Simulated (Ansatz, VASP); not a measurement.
# Pd in VASP and in Ansatz

Contents of INCAR:

```
PREC     = Accurate       # precision mode
ENCUT    = 520            # plane-wave cutoff, eV
EDIFF    = 1E-7           # SCF threshold, eV
ISMEAR   = -1             # smearing method
SIGMA    = 0.05           # smearing width, eV
LREAL    = False          # projectors in reciprocal space
LASPH    = True           # aspherical terms in the spheres
NELM     = 150            # most SCF steps
ALGO     = Normal         # electronic algorithm
ISIF     = 2              # what is computed and relaxed
LWAVE    = False          # write WAVECAR
LCHARG   = False          # write CHGCAR
ISPIN    = 2              # spin polarisation
MAGMOM   = 0.5            # initial moments
LORBIT   = 11             # projections on sites
LMAXMIX  = 4              # l up to which the mixer works
GGA      = B5             # functional
ALDAX    = 1.0          
AGGAX    = 1.0          
AGGAC    = 1.0          
ALDAC    = 0.0          
NBANDS   = 15             # bands
```

File KPOINTS:

```
regular mesh
0
Gamma
  16 16 16
```

Contents of POSCAR:

```
Pd
1.0
   -1.6238584357      1.6238584357      1.6238584357
    1.6238584357     -1.6238584357      1.6238584357
    1.6238584357      1.6238584357     -1.6238584357
Pd
1
Direct
    0.0000000000      0.0000000000      0.0000000000
```

Input for Ansatz:

```yaml
crystal:
  lattice:
    - [-1.6238584357, 1.6238584357, 1.6238584357]
    - [1.6238584357, -1.6238584357, 1.6238584357]
    - [1.6238584357, 1.6238584357, -1.6238584357]
  atoms:
    - { symbol: Pd, position: [0.0, 0.0, 0.0], spin: 0.5 }
hamiltonian:
  xc: blyp
  pseudopotentials:
    kind: paw
    azcp:
      Pd: "pseudopotentials/Pd.paw.azcp"
basis:
  ecutwfc: 420
  fft_grid_basis: typed
kpoints:
  mp_grid: { grid: [16, 16, 16], shift: [0, 0, 0] }
magnetization:
  spin_polarized: true
scf:
  occupations: { method: fermi_dirac, width: 0.05 }
  lower_state_search: "off"
output:
  stress: true
```

Alike in both runs: task single point; functional BLYP; k mesh 16 × 16 × 16; occupations fermi-dirac, width 0.05 eV; collinear spin.

```csv
,VASP,Ansatz
version,VASP 6.6.1,Ansatz 0.2.0
potentials or method,"VASP PAW PBE potentials, release 64 (Pd)","plane waves (420 eV) with PAW, scalar-relativistic"
plane-wave cutoff (eV),520,420
valence electrons in the cell,10,18
```

Ansatz gave:

| Property | Result |
| --- | --- |
| pressure (GPa) | -4.6 |
| net moment per atom (μB) | 0.00 |

Q: Which values does VASP return?

A: Pressure (GPa): -4.4; net moment per atom (μB): 0.00.

With one functional, cell and mesh, what is left measures potentials, basis and numerics. The two sets of potentials don't hold the same shells in valence. Ansatz warned: «seeded_moment_not_kept».

Caveats: the PAW data sets were made with another functional, which shifts forces and pressure a little (VASP).
